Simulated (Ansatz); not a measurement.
# Ca: the cost of one run

Program: Ansatz 0.2.0. Level of theory: DFT PBE, scalar-relativistic, plane waves, PAW. These are calculated values, not measurements.

4 further runs of the same task are left out: 1 that didn't finish, 3 set aside as unsound or not needed.

## 1. Starting point

It takes space group C2/m (No. 12, monoclinic). Conventional cell: a = 10.722 Å, b = 18.631 Å, c = 10.722 Å, α = 90.00°, β = 109.21°, γ = 90.00°. Ca (site symmetry m) has 7 Ca at 3.80 Å as nearest neighbours. Ca (site symmetry m) is surrounded by 8 Ca at 3.80 Å. Ca (site symmetry 1) is surrounded by 8 Ca at 3.80 Å. Around Ca (site symmetry 2) lie 8 Ca at 3.80 Å. Ca (site symmetry 1) has 7 Ca at 3.80 Å as nearest neighbours. Only part of the 9 independent sites is listed.

Coordinates:

```cif
data_structure
_symmetry_space_group_name_H-M 'P 1'
_symmetry_Int_Tables_number 1
_cell_length_a 10.7215
_cell_length_b 10.7215
_cell_length_c 10.7478
_cell_angle_alpha 80.556
_cell_angle_beta 60.081
_cell_angle_gamma 70.794
_cell_volume 1011.22
loop_
_atom_site_label
_atom_site_type_symbol
_atom_site_fract_x
_atom_site_fract_y
_atom_site_fract_z
_atom_site_occupancy
Ca1 Ca 0.37500 0.37500 0.00000 1
Ca2 Ca 0.50000 0.00000 0.00000 1
Ca3 Ca 0.33333 0.50000 0.33333 1
Ca4 Ca 0.45833 0.12500 0.33333 1
Ca5 Ca 0.58333 0.75000 0.33333 1
Ca6 Ca 0.29167 0.62500 0.66667 1
Ca7 Ca 0.41667 0.25000 0.66667 1
Ca8 Ca 0.54167 0.87500 0.66667 1
Ca9 Ca 0.62500 0.62500 0.00000 1
Ca10 Ca 0.75000 0.25000 0.00000 1
Ca11 Ca 0.87500 0.87500 0.00000 1
Ca12 Ca 0.70833 0.37500 0.33333 1
Ca13 Ca 0.83333 0.00000 0.33333 1
Ca14 Ca 0.66667 0.50000 0.66667 1
Ca15 Ca 0.79167 0.12500 0.66667 1
Ca16 Ca 0.91667 0.75000 0.66667 1
Ca17 Ca 0.00000 0.50000 0.00000 1
Ca18 Ca 0.12500 0.12500 0.00000 1
Ca19 Ca 0.95833 0.62500 0.33333 1
Ca20 Ca 0.08333 0.25000 0.33333 1
Ca21 Ca 0.20833 0.87500 0.33333 1
Ca22 Ca 0.04167 0.37500 0.66667 1
Ca23 Ca 0.16667 0.00000 0.66667 1
```

It goes back to an entry of the Materials Project, which need not be the stable form.

It is built from the cell relaxed beforehand with the same method (42.13 Å³/atom).

## 2. The vacancy and the jump

The supercell lacks one Ca atom, at fractional position (0.250, 0.750, 0.000), and holds 23 atoms. Atom 9 (Ca), 3.80 Å away, is to jump into the empty site. The cell is fixed.

## 3. Relaxing around the vacancy

File input.yaml:

```yaml
crystal:
  lattice:
    - [4.3913650569, 4.3913650569, 8.7397167128]
    - [-4.3913650569, -4.3913650569, 8.7397167128]
    - [8.7827301138, -4.3913650569, 4.3698583564]
  atoms:
    - { symbol: Ca, position: [0.375, 0.375, 1.0] }
    - { symbol: Ca, position: [0.5, 0.0, 1.0] }
    - { symbol: Ca, position: [0.3333333333, 0.5, 0.3333333333] }
    - { symbol: Ca, position: [0.4583333333, 0.125, 0.3333333333] }
    - { symbol: Ca, position: [0.5833333333, 0.75, 0.3333333333] }
    - { symbol: Ca, position: [0.2916666667, 0.625, 0.6666666667] }
    - { symbol: Ca, position: [0.4166666667, 0.25, 0.6666666667] }
    - { symbol: Ca, position: [0.5416666667, 0.875, 0.6666666667] }
    - { symbol: Ca, position: [0.625, 0.625, 0.0] }
    - { symbol: Ca, position: [0.75, 0.25, 0.0] }
    - { symbol: Ca, position: [0.875, 0.875, 0.0] }
    - { symbol: Ca, position: [0.7083333333, 0.375, 0.3333333333] }
    - { symbol: Ca, position: [0.8333333333, 0.0, 0.3333333333] }
    - { symbol: Ca, position: [0.6666666667, 0.5, 0.6666666667] }
    - { symbol: Ca, position: [0.7916666667, 0.125, 0.6666666667] }
    - { symbol: Ca, position: [0.9166666667, 0.75, 0.6666666667] }
    - { symbol: Ca, position: [1.0, 0.5, 0.0] }
    - { symbol: Ca, position: [0.125, 0.125, 0.0] }
    - { symbol: Ca, position: [0.9583333333, 0.625, 0.3333333333] }
    - { symbol: Ca, position: [0.0833333333, 0.25, 0.3333333333] }
    - { symbol: Ca, position: [0.2083333333, 0.875, 0.3333333333] }
    - { symbol: Ca, position: [0.0416666667, 0.375, 0.6666666667] }
    - { symbol: Ca, position: [0.1666666667, 0.0, 0.6666666667] }
basis:
  ecutwfc: 420
kpoints:
  mp_grid: { grid: [4, 4, 4] }
hamiltonian:
  xc: pbe
scf:
  occupations: { method: gaussian, width: 0.1 }
output:
  forces: true
  stress: true
  eigenvalues: true
  write_density: true
  write_potential: true
  elf: true
  volumetric_format: npy
relax:
  adjacent_minimum: "off"
  f_tol: 0.02
  max_steps: 50
```

Started as:

```bash
> ansatz run input.yaml --threads 4 --pin off --max-ram 9216MiB --backend cpu --events-out ev --progress --plain --runs-dir out
```

Q: Estimate wall time and peak memory on 4 threads of Arm Neoverse V1, shared host.

About 6.1 min, with a peak of 4 GiB.
